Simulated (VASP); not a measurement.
# CaSe (Fm-3m) in VASP: a series of runs

One crystal, CaSe, is run at these levels: r2SCAN; tasks: single point.

Everything below comes from runs of VASP 6.6.1. Logs are shortened: lines on timing, memory, paths and dates and some standing lists are left out, and cuts for length are marked.

### 1 The structure

It takes space group Fm-3m (No. 225, cubic). The conventional cell has a = 5.912 Å, b = 5.912 Å, c = 5.912 Å, α = 90.00°, β = 90.00°, γ = 90.00°. Se (site symmetry m-3m) is surrounded by 6 Ca at 2.96 Å. Ca (site symmetry m-3m) is surrounded by 6 Se at 2.96 Å.

### 2 Single point, r2SCAN

The input, INCAR:

```
SYSTEM = CaSe
PREC = Accurate
ENCUT = 300
EDIFF = 1E-6
ISMEAR = 0
SIGMA = 0.05
LREAL = .FALSE.
LASPH = .TRUE.
NELM = 100
ALGO = Normal
ISIF = 2
LWAVE = .FALSE.
LCHARG = .FALSE.
METAGGA = R2SCAN
LMIXTAU = .TRUE.
ADDGRID = .FALSE.
```

The input, KPOINTS:

```
regular mesh
0
G
  10 10 10
  0 0 0
```

The input, POSCAR:

```
CaSe
1.0
    0.0000000000      2.9560000000      2.9560000000
    2.9560000000      0.0000000000      2.9560000000
    2.9560000000      2.9560000000      0.0000000000
Se Ca
1 1
Direct
    0.5137070000      0.4880300000      0.5023060000
    0.0084580000     -0.0027510000     -0.0091450000
```

Potentials or basis: VASP PAW PBE potentials, release 64 (Se, Ca_sv).

Started as:

```console
$ cat potpaw_PBE.64/Se/POTCAR potpaw_PBE.64/Ca_sv/POTCAR > POTCAR
$ mpirun -np 1 vasp_std > vasp.out
```

OUTCAR:

```text
SYSTEM = CaSe
   PREC = Accurate
   ENCUT = 300
   EDIFF = 1E-6
   ISMEAR = 0
   LREAL = .FALSE.
   LASPH = .TRUE.
   NELM = 100
   ISIF = 2
   METAGGA = R2SCAN

 Found    504 irreducible k-points:

 Following reciprocal coordinates:
            Coordinates               Weight
  0.000000  0.000000  0.000000      1.000000
  0.100000  0.000000  0.000000      2.000000
  0.000000  0.100000  0.000000      2.000000
  0.000000  0.000000  0.100000      2.000000
  0.100000  0.100000  0.100000      2.000000
  0.200000  0.000000  0.000000      2.000000
   k-points           NKPTS =    504   k-points in BZ     NKDIM =    504   number of bands    NBANDS=     12
   number of dos      NEDOS =    301   number of ions     NIONS =      2
   total plane-waves  NPLWV =  13824
   dimension x,y,z NGX =    24 NGY =   24 NGZ =   24
   dimension x,y,z NGXF=    48 NGYF=   48 NGZF=   48
   ions per type =               1   1
   NGX,Y,Z   is equivalent  to a cutoff of   9.54,  9.54,  9.54 a.u.
   NGXF,Y,Z  is equivalent  to a cutoff of  19.09, 19.09, 19.09 a.u.
 SYSTEM =  CaSe
   PREC   = accura    normal or accurate (medium, high low for compatibility)
   ISTART =      0    job   : 0-new  1-cont  2-samecut
   ICHARG =      2    charge: 1-file 2-atom 10-const
   ISPIN  =      1    spin polarized calculation?
   LNONCOLLINEAR =      F non collinear calculations
   LSORBIT =      F    spin-orbit coupling
   LASPH  =      T    aspherical Exc in radial PAW
   ENCUT  =  300.0 eV  22.05 Ry    4.70 a.u.   5.90  5.90  5.90*2*pi/ulx,y,z
   NELM   =    100;   NELMIN=  2; NELMDL= -5     # of ELM steps
   EDIFF  = 0.1E-05   stopping-criterion for ELM
   LREAL  =      F    real-space projection
   EDIFFG = 0.1E-04   stopping-criterion for IOM
   NSW    =      0    number of steps for IOM
   IBRION =     -1    ionic relax: 0-MD 1-quasi-New 2-CG
   NFREE  =      0    steps in history (QN), initial steepest desc. (CG)
   ISIF   =      2    stress and relaxation
   ISYM   =      2    0-nonsym 1-usesym 2-fastsym
   POTIM  = 0.5000    time-step for ionic-motion
   TEBEG  =    0.0;   TEEND  =   0.0 temperature during run
   PSTRESS=    0.0 pullay stress
   NELECT =      16.0000    total number of electrons
   NUPDOWN=      -1.0000    fix difference up-down
   EMIN   =  10.00;   EMAX   =-10.00  energy-range for DOS
   EFERMI =   0.00;   METHOD = LEGACY
   ISMEAR =     0;   SIGMA  =   0.05  broadening in eV -4-tet -1-fermi 0-gaus
   EFERMI_NEDOS =   21; number of points for ismear=-14 and -15
   IALGO  =     38    algorithm
   IMIX   =      4    mixing-type and parameters
     AMIX     =   0.40;   BMIX     =  1.00
     AMIX_MAG =   1.60;   BMIX_MAG =  1.00
  volume/ion in A,a.u.               =      25.83       174.30
  Fermi-wavevector in a.u.,A,eV,Ry     =   1.107645  2.093145 16.692666  1.226876
  Thomas-Fermi vector in A             =   2.244161
   LORBIT       =      0    0 simple, 1 ext, 2 COOP (PROOUT), +10 PAW based schemes
   METAGGA = R2SCAN    functional components
   LHFCALC =     F    Hartree Fock is set to
   AEXX    =    0.0000 exact exchange contribution
   IVDW    =     0    specifies the selected vdW correction
   LEPSILON=     F    determine dielectric tensor
   LRPA    =     F    only Hartree local field effects (RPA)
 non-spin polarized calculation
 Gauss-broadening in eV      SIGMA  =   0.05
  energy-cutoff  :      300.00
  volume of cell :       51.66
 maximum number of plane-waves:       620
   NGX = 11   NGY = 11   NGZ = 11

 number of electron      16.0000001 magnetization

 Free energy of the ion-electron system (eV)
  ---------------------------------------------------
  ext. energy  EPLUGINS =         0.00000000
  ---------------------------------------------------
  free energy    TOTEN  =       -25.97778760 eV

  energy without entropy =      -25.97778760  energy(sigma->0) =      -25.97778760

 E-fermi :   2.5363     XC(G=0):  -9.5870

 val. band max:        2.1894973031   @ k =   0.0000   0.0000   0.0000
 cond. band min:       4.6868371137   @ k =   0.5000   0.0000   0.5000
 fundamental gap:      2.4973398106
 Fermi energy:         2.5362868536

 k-point     1 :       0.0000    0.0000    0.0000
  band No.  band energies     occupation
      1     -39.0905      2.00000
      2     -19.2043      2.00000
      3     -19.2038      2.00000
      4     -19.2036      2.00000
      5     -10.0048      2.00000
      6       2.1877      2.00000
      7       2.1894      2.00000
      8       2.1895      2.00000
      9       6.3470      0.00000
     10       6.4241      0.00000
     11       6.4294      0.00000
     12       6.4308      0.00000

 k-point     2 :       0.1000    0.0000    0.0000
  band No.  band energies     occupation
      1     -39.0898      2.00000
      2     -19.2153      2.00000
      3     -19.2048      2.00000
      4     -19.2044      2.00000
      5      -9.9420      2.00000
      6       1.6890      2.00000
      7       2.0347      2.00000
      8       2.0375      2.00000
      9       6.3973      0.00000
     10       6.5700      0.00000
     11       6.5708      0.00000
     12       6.9439      0.00000

 k-point     3 :       0.0000    0.1000    0.0000
  band No.  band energies     occupation
      1     -39.0898      2.00000
      2     -19.2155      2.00000
      3     -19.2048      2.00000
      4     -19.2043      2.00000
      5      -9.9421      2.00000
      6       1.6900      2.00000
      7       2.0342      2.00000
      8       2.0364      2.00000
      9       6.3990      0.00000
     10       6.5683      0.00000
     11       6.5720      0.00000
     12       6.9471      0.00000

 k-point     4 :       0.0000    0.0000    0.1000
  band No.  band energies     occupation
      1     -39.0898      2.00000
      2     -19.2155      2.00000
      3     -19.2047      2.00000
      4     -19.2044      2.00000
      5      -9.9421      2.00000
      6       1.6908      2.00000
      7       2.0344      2.00000
      8       2.0350      2.00000
      9       6.4001      0.00000
     10       6.5682      0.00000
     11       6.5718      0.00000
     12       6.9499      0.00000

 k-point     5 :       0.1000    0.1000    0.1000
  band No.  band energies     occupation
      1     -39.0898      2.00000
      2     -19.2155      2.00000
      3     -19.2048      2.00000
      4     -19.2043      2.00000
      5      -9.9421      2.00000
      6       1.6895      2.00000
      7       2.0344      2.00000
      8       2.0370      2.00000
      9       6.3983      0.00000
     10       6.5686      0.00000
     11       6.5718      0.00000
     12       6.9454      0.00000

 k-point     6 :       0.2000    0.0000    0.0000
  band No.  band energies     occupation
      1     -39.0881      2.00000
      2     -19.2451      2.00000
      3     -19.2065      2.00000
      4     -19.2061      2.00000
      5      -9.7723      2.00000
      6       0.7136      2.00000
      7       1.6877      2.00000
      8       1.6900      2.00000
      9       6.4293      0.00000
     10       6.9352      0.00000
     11       6.9363      0.00000
     12       7.9928      0.00000

 [... further k-points ...]

------------------------ aborting loop because EDIFF is reached ----------------------------------------

  FORCE on cell =-STRESS in cart. coord.  units (eV):
  Direction    XX          YY          ZZ          XY          YZ          ZX
  --------------------------------------------------------------------------------------
  -------------------------------------------------------------------------------------
  Total        0.2535252      0.3085786      0.2549124     -0.0018954      0.0027855     -0.0005026
  in kB        7.8630035      9.5704650      7.9060271     -0.0587858      0.0863928     -0.0155887
  external PRESSURE =       8.4464985 kB  Pullay stress =       0.0000000 kB

 VOLUME and BASIS-vectors are now :
 -----------------------------------------------------------------------------
  energy-cutoff  :      300.00
  volume of cell :       51.66
      direct lattice vectors                 reciprocal lattice vectors
     0.000000000  2.956000000  2.956000000    -0.169147497  0.169147497  0.169147497
     2.956000000  0.000000000  2.956000000     0.169147497 -0.169147497  0.169147497
     2.956000000  2.956000000  0.000000000     0.169147497  0.169147497 -0.169147497

 POSITION                                       TOTAL-FORCE (eV/Angst)
 -----------------------------------------------------------------------------------
      2.92743      3.00333      2.96113        -0.023483     -0.170391      0.040714
      5.87684      2.95397      2.97287         0.023483      0.170391     -0.040714
 -----------------------------------------------------------------------------------
    total drift:                                0.001322     -0.005867     -0.005229

  FREE ENERGIE OF THE ION-ELECTRON SYSTEM (eV)
  ---------------------------------------------------
  free  energy   TOTEN  =       -25.9777875986 eV

  energy  without entropy=      -25.9777875986  energy(sigma->0) =      -25.97778760
```

Run time: 4 min. Hardware: 1 thread of Intel Xeon Platinum 8488C (Sapphire Rapids), shared host; peak memory 0.28 GiB.

These settings aren't checked as converged: the numbers below hold their error.

What came out:

| Item | Value |
| --- | --- |
| Free energy | -25.9778 eV |
| Largest force | 0.177 eV/Å |
| Band gap on the k mesh | 2.50 eV, indirect (least direct gap 3.44 eV) |

Caveat: the cutoff is under 1.25 times the usual one of these potentials, so pressure, stress and relaxed cells hold a basis-set (Pulay) error; the PAW data sets were made with another functional, which shifts forces and pressure a little.

(Continued in part 2 of 2.)
